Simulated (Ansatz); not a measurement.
A single-point calculation of CdS built on the h-MgO prototype with the PAW code Ansatz, at the level HSE06. The cell was relaxed with r2SCAN and then strained (isotropic +5.26 % on every length), with the atoms relaxed again with r2SCAN; k points keep the names of the unstrained zone.

Input (YAML):
```yaml
crystal:
  lattice:
    - [4.6404183262, 0.0, 0.0]
    - [-2.3202091631, 4.0187201547, 0.0]
    - [0.0, 0.0, 6.0504691821]
  atoms:
    - { symbol: Cd, position: [0.3333333333, 0.6666666667, 0.25] }
    - { symbol: Cd, position: [0.6666666667, 0.3333333333, 0.75] }
    - { symbol: S, position: [0.6666666667, 0.3333333333, 0.25] }
    - { symbol: S, position: [0.3333333333, 0.6666666667, 0.75] }
kpoints:
  mp_grid: { grid: [6, 6, 4] }
  band_path:
    path:
      - [0.0, 0.0, 0.0]
      - [0.5, 0.0, 0.0]
      - [0.3333333333, 0.3333333333, 0.0]
      - [0.0, 0.0, 0.5]
      - [0.5, 0.0, 0.5]
      - [0.3333333333, 0.3333333333, 0.5]
    npoints: 1
hamiltonian:
  xc: hse06
scf:
  occupations: { method: fixed }
  n_extra_bands: 5
output:
  forces: true
  stress: true
  eigenvalues: true
```

Command: `ansatz run input.yaml --threads 4 --pin off --max-ram 3686MiB --backend cpu --events-out ev --progress --plain --runs-dir out`.

What the program printed (shortened):
```
scf.n_extra_bands = 5 over 26 filled bands (N_el = 52.0): the run solves 31 bands
Functional definition: HSE06
Crystal: 4 atoms, lattice volume = 112.832 Å³
Basis set: ecut = 420 eV, 2223 PW (Γ)
Symmetry: 24 space group operations
Space group: P63/mmc (ITA 194)
k-points: 21 of 144
[warm-up without exact exchange]
SCF 1 stopped early in 3 iterations: F = -18315.027147 eV  dr2 = 1.11e-5
[exact exchange on]
Exchange kernel: α = 0.2500, screened, ω = 0.2079 Å⁻¹, Wigner–Seitz truncation, v(0) = 1046.8738 eV·Å³, q-mesh 6×6×4
preconditioner: auto → none  [insulator: Δε(μ)=1.482 eV  ℏωp=21.0 eV]
SCF 2 stopped early in 6 iterations: F = -18323.638899 eV  dr2 = 4.23e-6
hybrid outer 1: dexx = +2.149e-2 eV, tail = 5.96e-5 eV
SCF 3 converged in 4 iterations: F = -18323.638885 eV  dr2 = 3.12e-9
hybrid outer 2: dexx = +4.689e-7 eV, tail = 4.82e-8 eV, Δε = 2.61e-3 eV
hybrid SCF converged: 2 outer / 10 inner (+3 warm-up)
Free energy (F): -18323.638880 eV
Fermi energy:    4.738793 eV
--- Stress (GPa, compression-positive) ---
       -7.691444       0.000000       0.000000
        0.000000      -7.691444       0.000000
        0.000000       0.000000      -5.352318
  P = ⅓ Tr σ = -6.9117 GPa (-69.117 kbar)
```

The file bands.tsv (bands near the Fermi energy, numbered from 0, rounded):
```tsv
# k_distance	band_21	band_22	band_23	band_24	band_25	band_26	band_27	band_28	band_29
# fermi_ev = 4.738793
# [0, 0, 0] at k_distance = 0.000000
# [0.5, 0, 0] at k_distance = 0.781740
# [0.3333333333, 0.3333333333, 0] at k_distance = 1.233077
# [0, 0, 0.5] at k_distance = 2.274434
# [0.5, 0, 0.5] at k_distance = 3.056173
# [0.3333333333, 0.3333333333, 0.5] at k_distance = 3.507511
# levels_relative_to = fermi_ev
0.000	-1.120	-1.120	-0.282	-0.282	-0.149	1.529	1.824	6.743	6.743
0.782	-2.995	-2.077	-2.024	-1.050	-0.894	3.453	4.261	7.153	7.278
1.233	-3.143	-2.919	-1.521	-1.521	-1.450	5.011	5.011	7.159	7.398
2.274	-1.977	-0.682	-0.682	-0.682	-0.682	3.420	3.420	6.870	6.870
3.056	-3.924	-1.500	-1.500	-0.289	-0.289	4.542	4.542	6.044	6.044
3.508	-3.889	-2.227	-2.227	0.000	0.000	5.756	5.756	6.112	6.112
```
In order the rows are Γ, M, K, A, L, H.

HSE06 gives an indirect gap of 1.53 eV, from H to Γ; the least direct gap is 1.68 eV at Γ. With the atoms held, the mean pressure is -6.9 GPa (compression positive). The stress of a hybrid is loosely converged here.

All values are calculated for a non-magnetic cell, which may be hypothetical.

The runs are scalar-relativistic, without spin-orbit coupling.

The meshes of the hybrids are coarse, so their gaps aren't converged to the digits shown.
